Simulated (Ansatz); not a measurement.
Input and command of a calculation in Ansatz (plane waves; scalar-relativistic PAW potentials unless the input names others):

```yaml
crystal:
  lattice:
    - [3.8417168278, 0.0, 0.0]
    - [0.0, 3.8417168278, 0.0]
    - [0.0, 0.0, 25.7912600509]
  atoms:
    - { symbol: Si, position: [0.0, 0.5, 0.3295690084] }
    - { symbol: Si, position: [0.0, 0.0, 0.3822322752] }
    - { symbol: Si, position: [0.5, 0.0, 0.4348955421] }
    - { symbol: Si, position: [0.5, 0.5, 0.4874067683] }
    - { symbol: Si, position: [0.0, 0.5, 0.5399330969] }
    - { symbol: Si, position: [0.0, 0.0, 0.5925028946] }
    - { symbol: Si, position: [0.5, 0.0, 0.6442621615], spin: 2.0 }
  symmetry: { detect: false }
basis:
  ecutwfc: "500 eV"
kpoints:
  mp_grid: { grid: [8, 8, 1] }
hamiltonian:
  xc: pbesol
scf:
  occupations: { method: gaussian, width: 0.05 }
output:
  forces: true
  eigenvalues: true
magnetization:
  spin_polarized: true
efield:
  axis: 3
  dipole_correction: true
  ramp_width: 0.04
```

```bash
ansatz run input.yaml --threads 1 --pin off --max-ram 2560MiB --backend cpu --events-out ev --progress --plain --runs-dir out
```

Abridged log:
```
Pseudopotentials: kind: paw
Pseudopotential: Si, paw, valence charge 4, recommended cutoff 420 eV (normal)
Functional definition: PBEsol
Crystal: 7 atoms, lattice volume = 380.648 Å³
Basis set: ecut = 500 eV, 9595 PW (Γ), exchange–correlation on 60×60×384 points (8 copies of the dense FFT grid, shifted against one another)
Bands: 22, of which v1, the nominal top of the filled ones, is band 14 counted from 1 (13 counted from 0)
Symmetry: 1 space group operations
k-points: 34 of 64 (time reversal used)
Initial density: superposition of atomic densities (neutral atoms: chi_scale 0, normalization atom)
Starting moments: Σ|m| = 2 μB on 1 of 7 sites
Initial wavefunctions: pseudopotential atomic-orbital guess
Functional: x = pbesol(κ = 0.804, μ = 0.12345679), c = pbesol(β = 0.046)
SCF iter   1: F=—  HF=-4346.799445 eV  |F-HF|=—  |Δ(HF+E_count)|=         —  Δρ=1.51e-2 (↑1.51e-2 ↓1.40e-2) dr2=6.69e0  dr2_m=1.34e-1  M=1.153 μB ∫|m|=1.157 μB  β_m=0.30  ethr=3.10e-3  p= 0.000 e·Å  D=-2.10e-9 V/Å  ΔV_dip=0.00 eV  dr2_dipole=1.35e0  V_vac-E_F(+/−)=6.30/6.30 eV  ⟨swp⟩=10.3  Hψ=11480  notcnv=0  defer=6
efield: sawtooth ramp at fractional position 0.9669 (placed from the atoms, in the widest stretch of the axis that holds none; the zero of the levels goes with the place), width 0.0400; the density the first Hamiltonian is built on has a dipole p =  0.000 e·Å; the dipole correction subtracts the counter field D = -2.10e-9 V/Å, which shifts the + side's vacuum level by +0.00 eV against the − side's; the planar-averaged density in the ramp window peaks in size at 1.7e-8 e/Å³
spin=Collinear: LDOS preconditioning applied to the charge; magnetization (m = ρ↑ − ρ↓) channel mixes plain (no charge-response kernel on spin).
SCF iter   2: F=—  HF=-4346.377430 eV  |F-HF|=—  |Δ(HF+E_count)|=   4.22e-1  Δρ=1.05e-2 (↑1.05e-2 ↓9.85e-3) dr2=2.25e0  dr2_m=8.90e-2  M=1.013 μB ∫|m|=1.032 μB  β_m=0.30  ethr=3.10e-3  p=0.025 e·Å  D=1.18e-2 V/Å  ΔV_dip=-0.30 eV  dr2_dipole=9.32e-2  V_vac-E_F(+/−)=5.86/6.16 eV  ⟨swp⟩=1.2  Hψ=2053  notcnv=0  defer=34  κ⁻¹=1.0e0(r=1)
SCF iter   3: F=—  HF=-4346.162984 eV  |F-HF|=—  |Δ(HF+E_count)|=   2.14e-1  Δρ=6.09e-3 (↑5.96e-3 ↓6.09e-3) dr2=9.44e-1  dr2_m=6.41e-2  M=0.783 μB ∫|m|=0.810 μB  β_m=0.30  ethr=3.10e-3  p=0.044 e·Å  D=2.11e-2 V/Å  ΔV_dip=-0.54 eV  dr2_dipole=1.81e-1  V_vac-E_F(+/−)=5.47/6.02 eV  ⟨swp⟩=2.8  Hψ=2069  notcnv=0  defer=34  κ⁻¹=3.1e-3(r=2)
SCF iter   4: F=—  HF=-4346.221950 eV  |F-HF|=—  |Δ(HF+E_count)|=   5.90e-2  Δρ=4.92e-3 (↑4.92e-3 ↓2.87e-3) dr2=1.59e0  dr2_m=3.24e-2  M=0.885 μB ∫|m|=0.897 μB  β_m=0.30  ethr=3.10e-3  p=0.022 e·Å  D=1.06e-2 V/Å  ΔV_dip=-0.27 eV  dr2_dipole=4.45e-1  V_vac-E_F(+/−)=5.54/5.82 eV  ⟨swp⟩=1.3  Hψ=1657  notcnv=0  defer=79  κ⁻¹=3.9e-4(r=3)
SCF iter   5: F=—  HF=-4346.170305 eV  |F-HF|=—  |Δ(HF+E_count)|=   5.16e-2  Δρ=3.53e-3 (↑3.53e-3 ↓3.39e-3) dr2=2.25e-1  dr2_m=3.06e-2  M=0.589 μB ∫|m|=0.615 μB  β_m=0.30  ethr=3.10e-3  p=0.043 e·Å  D=2.03e-2 V/Å  ΔV_dip=-0.52 eV  dr2_dipole=8.51e-2  V_vac-E_F(+/−)=5.17/5.70 eV  ⟨swp⟩=1.2  Hψ=1738  notcnv=0  defer=167  κ⁻¹=2.8e-4(r=4)
SCF iter   6: F=—  HF=-4346.189732 eV  |F-HF|=—  |Δ(HF+E_count)|=   1.94e-2  Δρ=2.70e-3 (↑2.28e-3 ↓2.70e-3) dr2=9.23e-2  dr2_m=1.99e-2  M=0.504 μB ∫|m|=0.528 μB  β_m=0.30  ethr=8.05e-4  p=0.025 e·Å  D=1.20e-2 V/Å  ΔV_dip=-0.31 eV  dr2_dipole=5.09e-2  V_vac-E_F(+/−)=5.21/5.52 eV  ⟨swp⟩=2.3  Hψ=1972  notcnv=0  defer=177  κ⁻¹=8.4e-5(r=5)
SCF iter   7: F=—  HF=-4346.207108 eV  |F-HF|=—  |Δ(HF+E_count)|=   1.74e-2  Δρ=2.13e-3 (↑1.78e-3 ↓2.13e-3) dr2=3.46e-2  dr2_m=1.22e-2  M=0.465 μB ∫|m|=0.485 μB  β_m=0.30  ethr=3.30e-4  p=0.016 e·Å  D=7.53e-3 V/Å  ΔV_dip=-0.19 eV  dr2_dipole=1.82e-2  V_vac-E_F(+/−)=5.23/5.43 eV  ⟨swp⟩=1.0  Hψ=1322  notcnv=0  defer=177  κ⁻¹=8.4e-5(r=6)
SCF iter   8: F=—  HF=-4346.218906 eV  |F-HF|=—  |Δ(HF+E_count)|=   1.18e-2  Δρ=1.44e-3 (↑1.44e-3 ↓1.39e-3) dr2=1.06e-2  dr2_m=6.66e-3  M=0.469 μB ∫|m|=0.481 μB  β_m=0.30  ethr=1.24e-4  p=0.003 e·Å  D=1.50e-3 V/Å  ΔV_dip=-0.04 eV  dr2_dipole=3.77e-3  V_vac-E_F(+/−)=5.30/5.33 eV  ⟨swp⟩=1.8  Hψ=1600  notcnv=0  defer=177  κ⁻¹=9.1e-6(r=7)
   ...
SCF iter  26: F=-4346.249473 eV  HF=-4346.249473 eV  |F-HF|=1.93e-8  |Δ(HF+E_count)|=   1.55e-5  Δρ=7.48e-6 (↑7.48e-6 ↓6.21e-6) dr2=3.40e-7  dr2_m=1.47e-7  M=-0.017 μB ∫|m|=0.206 μB  β_m=0.70  ethr=3.62e-9  p=0.002 e·Å  D=1.01e-3 V/Å  ΔV_dip=-0.03 eV  dr2_dipole=1.24e-7  V_vac-E_F(+/−)=5.29/5.32 eV  ⟨swp⟩=4.2  Hψ=3449  notcnv=0  defer=168
SCF iter  27: F=-4346.249473 eV  HF=-4346.249474 eV  |F-HF|=7.36e-7  |Δ(HF+E_count)|=   1.31e-6  Δρ=4.96e-6 (↑4.96e-6 ↓3.50e-6) dr2=5.85e-7  dr2_m=5.61e-8  M=-0.017 μB ∫|m|=0.209 μB  β_m=0.65  ethr=1.22e-9  p=0.002 e·Å  D=1.01e-3 V/Å  ΔV_dip=-0.03 eV  dr2_dipole=3.27e-7  V_vac-E_F(+/−)=5.29/5.32 eV  ⟨swp⟩=3.1  Hψ=2689  notcnv=0  defer=168
SCF iter  28: F=-4346.249474 eV  HF=-4346.249475 eV  |F-HF|=2.17e-7  |Δ(HF+E_count)|=   5.20e-7  Δρ=2.58e-6 (↑2.58e-6 ↓1.75e-6) dr2=1.67e-7  dr2_m=1.53e-8  M=-0.018 μB ∫|m|=0.212 μB  β_m=0.79  ethr=1.22e-9  p=0.002 e·Å  D=1.01e-3 V/Å  ΔV_dip=-0.03 eV  dr2_dipole=1.01e-7  V_vac-E_F(+/−)=5.29/5.32 eV  ⟨swp⟩=2.5  Hψ=2280  notcnv=0  defer=168
SCF iter  29: F=-4346.249475 eV  HF=-4346.249475 eV  |F-HF|=6.29e-8  |Δ(HF+E_count)|=   1.42e-7  Δρ=1.52e-6 (↑1.52e-6 ↓1.11e-6) dr2=5.30e-8  dr2_m=5.49e-9  M=-0.018 μB ∫|m|=0.213 μB  β_m=0.86  ethr=3.57e-10  p=0.002 e·Å  D=1.00e-3 V/Å  ΔV_dip=-0.03 eV  dr2_dipole=2.98e-8  V_vac-E_F(+/−)=5.29/5.32 eV  ⟨swp⟩=16.0  Hψ=8966  notcnv=0
SCF iter  30: F=-4346.249475 eV  HF=-4346.249475 eV  |F-HF|=8.25e-8  |Δ(HF+E_count)|=   2.70e-8  Δρ=1.30e-6 (↑1.30e-6 ↓8.32e-7) dr2=6.44e-8  dr2_m=3.46e-9  M=-0.016 μB ∫|m|=0.213 μB  β_m=0.79  ethr=1.89e-10  p=0.002 e·Å  D=9.93e-4 V/Å  ΔV_dip=-0.03 eV  dr2_dipole=3.20e-8  V_vac-E_F(+/−)=5.29/5.32 eV  ⟨swp⟩=5.5  Hψ=5376  notcnv=0
SCF iter  31: F=-4346.249475 eV  HF=-4346.249475 eV  |F-HF|=2.45e-8  |Δ(HF+E_count)|=   3.07e-8  Δρ=6.94e-7 (↑6.94e-7 ↓5.23e-7) dr2=2.06e-8  dr2_m=1.11e-9  M=-0.016 μB ∫|m|=0.213 μB  β_m=0.89  ethr=1.89e-10  p=0.002 e·Å  D=9.93e-4 V/Å  ΔV_dip=-0.03 eV  dr2_dipole=1.04e-8  V_vac-E_F(+/−)=5.29/5.32 eV  ⟨swp⟩=4.2  Hψ=4662  notcnv=0
SCF iter  32: F=-4346.249475 eV  HF=-4346.249475 eV  |F-HF|=3.85e-10  |Δ(HF+E_count)|=   1.56e-8  Δρ=1.37e-7 (↑1.37e-7 ↓1.29e-7) dr2=8.20e-10  dr2_m=4.35e-11  M=-0.016 μB ∫|m|=0.214 μB  β_m=0.93  ethr=7.35e-11  p=0.002 e·Å  D=9.94e-4 V/Å  ΔV_dip=-0.03 eV  dr2_dipole=3.19e-10  V_vac-E_F(+/−)=5.29/5.32 eV  ⟨swp⟩=4.1  Hψ=4467  notcnv=0
SCF iter  33: F=-4346.249475 eV  HF=-4346.249475 eV  |F-HF|=3.00e-11  |Δ(HF+E_count)|=   1.00e-9  Δρ=2.97e-8 (↑2.79e-8 ↓2.97e-8) dr2=2.08e-11  dr2_m=1.92e-12  M=-0.016 μB ∫|m|=0.214 μB  ethr=2.93e-12  p=0.002 e·Å  D=9.94e-4 V/Å  ΔV_dip=-0.03 eV  dr2_dipole=1.80e-12  V_vac-E_F(+/−)=5.29/5.32 eV  ⟨swp⟩=3.1  Hψ=3626  notcnv=0
SCF 1 converged in 33 iterations: F = -4346.249475 eV  dr2 = 2.08e-11
at 3 of the mixer's solves, the last at iteration 21, it left a direction of its history that read negative out of its fit and stepped the other way along it
SCF converged after 33 iterations
Magnetization: -0.0165 μB (13.9918 up, 14.0082 down)
Absolute magnetization: 0.2146 μB (∫|ρ↑−ρ↓|, with the PAW one-centre terms)
Spin contamination: 0.0487 ħ² per cell (⟨S²⟩ above its minimum at these occupations)
Per-site moments (μB) at R_I (Å): [(-0.02870470, 0.97043161), (-0.00894331, 0.97043161), (-0.00497800, 0.96949862), (-0.00046968, 0.96949862), (0.00383739, 0.96959121), (0.00733993, 0.96491086), (0.02469189, 0.96491086)]
Free energy (F): -4346.249475 eV
Harris-Foulkes:  -4346.249475 eV  (|F-HF|=3.00e-11)
Internal energy: -4346.242250 eV  (E = F + TS)
E sigma→0 (E₀):  -4346.245863 eV
Entropy (-TS):   -0.007225 eV (-1.032 meV/atom)
Fermi energy:    -1.118209 eV
Dipole field:    D = 0.000993 V/Å  (p = 0.002089 e·Å, saw-weighted, corrected)
Work function:   Φ+ = 5.2931 eV   Φ− = 5.3187 eV
Levels:          The Fermi level and band energies are counted from a zero that moves with the ramp; work functions are not
--- Forces (eV/Å), atoms counted from 1 ---
  atom   1  Si     0.00000003    -0.00000006     0.14880847
  atom   2  Si     0.00000014     0.00000009    -0.10435638
  atom   3  Si    -0.00000014     0.00000005    -0.04577377
  atom   4  Si    -0.00000010    -0.00000004     0.00191956
  atom   5  Si     0.00000009    -0.00000001     0.00011215
  atom   6  Si     0.00000014    -0.00000002     0.00055407
  atom   7  Si    -0.00000009     0.00000002    -0.00126373
```

Apart from outputs, empty bands and the relaxation, which only the reference makes, the input differs from a reference run on usual settings in crystal.symmetry: not typed → {"detect": false}; basis.ecutwfc: 420 → "500 eV". The reference, at the same geometry, ended its own course with largest force 0.149 eV/Å (on an atom or along a direction that it held fixed), no gap on the mesh. This run converged in 33 SCF iterations with an energy at zero smearing 0.20 meV/atom below the reference's, largest force 0.149 eV/Å, no gap on the mesh.

The run took 96 s on 1 thread of Intel(R) Xeon(R) 6975P-C (Granite Rapids) (shared host), peak memory 0.98 GiB.